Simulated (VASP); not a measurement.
Something may be wrong with this VASP 6.6.1 calculation of KBr.

Contents of run.py:

```python
from ase.calculators.vasp import Vasp
from ase.dft.bandgap import bandgap
from ase.spacegroup import crystal

atoms = crystal(
    ['Br', 'K'],
    basis=[[0.5, 0.0, 0.0], [0.0, 0.0, 0.0]],
    spacegroup=225,
    setting=1,
    cellpar=[6.6, 6.6, 6.6, 90.0, 90.0, 90.0],
    primitive_cell=True,
)
calc = Vasp(
    directory='calc',
    xc='pbesol',
    pp='PBE',
    setups='minimal',
    prec='Accurate',
    encut=500,
    ediff=1e-06,
    ismear=-1,
    sigma=0.05,
    lreal=False,
    lasph=True,
    nelm=53,
    algo='Normal',
    isif=2,
    lwave=False,
    lcharg=True,
    kpts=[1, 1, 1],
    gamma=True,
)
atoms.calc = calc

print('energy (eV):', atoms.get_potential_energy())
print('free energy (eV):', atoms.get_potential_energy(force_consistent=True))
efermi = calc.get_fermi_level()
print('Fermi level (eV):', efermi)
path = atoms.cell.bandpath(npoints=40, eps=1e-4)
print('path:', path.path)
calc.set(kpts=path.kpts, reciprocal=True, icharg=11, isym=0, lcharg=False)
calc.calculate(atoms)
print('gap on the path (eV):', bandgap(calc, efermi=efermi)[0])
print('direct gap on the path (eV):', bandgap(calc, efermi=efermi, direct=True)[0])
```

Potentials or basis: VASP PAW PBE potentials, release 64 (Br, K_pv).

Run with:

```console
$ python run.py
```

Output:

```text
energy (eV): -3.142113
free energy (eV): -3.142113
Fermi level (eV): -0.48097574
path: GXWKGLUWLK,UX
[... 3 lines left out ...]
```

OUTCAR:

```text
ENCUT = 500.000000
[... 515 lines left out ...]
  free  energy   TOTEN  =        -6.4848539164 eV

  energy  without entropy=       -6.4848539163  energy(sigma->0) =       -6.48485392
```

Problem. Diagnose the run.

Solution. Self-consistency was reached. The input holds a flaw that was put in on purpose: one k point for a small cell (k = 1 × 1 × 1). The program doesn't stop on it, so the numbers can't be trusted though the run ends normally.
